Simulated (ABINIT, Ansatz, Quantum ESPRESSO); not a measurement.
# The electronic dielectric constant of LiCl, sorted by core time

**What was measured.** The electronic dielectric constant of LiCl (Fm-3m) is reported as 2.75 (a printed reference work). The runs below try to reproduce it.

```cif
data_structure
_symmetry_space_group_name_H-M 'Fm-3m'
_symmetry_Int_Tables_number 225
_cell_length_a 5.1295
_cell_length_b 5.1295
_cell_length_c 5.1295
_cell_angle_alpha 90.000
_cell_angle_beta 90.000
_cell_angle_gamma 90.000
_cell_volume 134.97
loop_
_atom_site_label
_atom_site_type_symbol
_atom_site_symmetry_multiplicity
_atom_site_Wyckoff_symbol
_atom_site_fract_x
_atom_site_fract_y
_atom_site_fract_z
_atom_site_occupancy
Cl1 Cl 4 b 0.50000 0.00000 0.00000 1
Li1 Li 4 a 0.00000 0.00000 0.00000 1
```

```csv
rung,level,program and potentials,cutoff (eV),k mesh,smearing,task,core time,chip,electronic dielectric constant,miss,notes
GGA,PBEsol,"Quantum ESPRESSO, PseudoDojo 0.4.1 SR PBEsol standard",1007,"6 × 6 × 6, shifted",fixed,dielectric tensor,78 s,Intel Xeon Platinum 8375C Ice Lake,3.02,+9.8 %,-
GGA,AM05,"Quantum ESPRESSO, PseudoDojo 0.4.1 SR PBE standard",1007,"6 × 6 × 6, shifted",fixed,dielectric tensor,89 s,Intel Xeon Platinum 8375C Ice Lake,2.98,+8.4 %,potentials made for PBE
GGA,WC,"Quantum ESPRESSO, PseudoDojo 0.4.1 SR PBE standard",1007,"6 × 6 × 6, shifted",fixed,dielectric tensor,93 s,Intel Xeon Platinum 8375C Ice Lake,3.02,+9.8 %,potentials made for PBE
LDA,LDA,"Quantum ESPRESSO, JTH 2.0 LDA",707,"6 × 6 × 6, shifted",fixed,phonons,1.9 min,Arm Neoverse V1,3.18,+15.6 %,cell relaxed first (15.34 Å³/atom)
GGA,PBE,"ABINIT, PseudoDojo NC SR PBE v0.4.1 standard",1007,"4 × 4 × 4, 4 shifts",fixed,dielectric tensor,2 min,Arm Neoverse V2,2.96,+7.6 %,-
GGA,PBE,"Quantum ESPRESSO, GBRV 1.5 PBE",612,"6 × 6 × 6, shifted",fixed,phonons,2.1 min,Arm Neoverse V1,2.96,+7.6 %,-
GGA,PBE,"Ansatz, Ansatz PAW",420,7 × 7 × 7,fixed,phonons,2.4 min,Arm Neoverse V1,2.96,+7.6 %,-
GGA,PBE,"Quantum ESPRESSO, SPMS 1.0 PBE",912,"6 × 6 × 6, shifted",fixed,phonons,2.5 min,Arm Neoverse V1,2.96,+7.6 %,-
LDA,LDA,"Ansatz, Ansatz PAW",420,7 × 7 × 7,fixed,phonons,2.9 min,Arm Neoverse V1,3.04,+10.5 %,"potentials made for PBE, which Ansatz adapts in part"
LDA,LDA,"Quantum ESPRESSO, PseudoDojo 0.4.1 SR LDA standard",1007,"4 × 4 × 4, shifted",fixed,phonon dispersion,4.6 min,Arm Neoverse V1,3.19,+16.0 %,cell relaxed first (15.29 Å³/atom)
GGA,PBE,"Quantum ESPRESSO, PseudoDojo 0.4.1 SR PBE standard",1007,"4 × 4 × 4, shifted",fixed,phonon dispersion,5.1 min,Arm Neoverse V1,2.95,+7.3 %,cell relaxed first (17.07 Å³/atom)
GGA,PBE,"Quantum ESPRESSO, PseudoDojo 0.4 SR PBE stringent",1306,"6 × 6 × 6, shifted",fixed,phonons,5.6 min,Arm Neoverse V1,2.96,+7.6 %,-
```

Times are single runs on shared hosts and different chips, so they are rough; meshes, cutoffs and the tasks' sizes weigh on the time. All rows: no spin polarisation. Smearing widths are in eV. The cell comes from a database and isn't always the measured one. Meshes differ between rows, which moves values too. All levels ran on this one cell, unrelaxed unless noted. Meshes are those of the run's cell of 2 atoms unless a note names another. Ansatz refines the mesh for the field response beyond the one shown. Misses use the values as printed. Runs on faulty files, with rough fits or with known faults for this quantity aren't shown. No row holds spin-orbit coupling.

By rung: LDA in relaxed cells 3.18 to 3.19; LDA 3.04; GGA 2.96 to 3.02; GGA in relaxed cells 2.95. Measured: 2.75 (a printed reference work). Closest is PBE with Quantum ESPRESSO, PseudoDojo 0.4.1 SR PBE standard (+7.3 %). The runs are for a static lattice, while measurements hold temperature and zero-point motion.
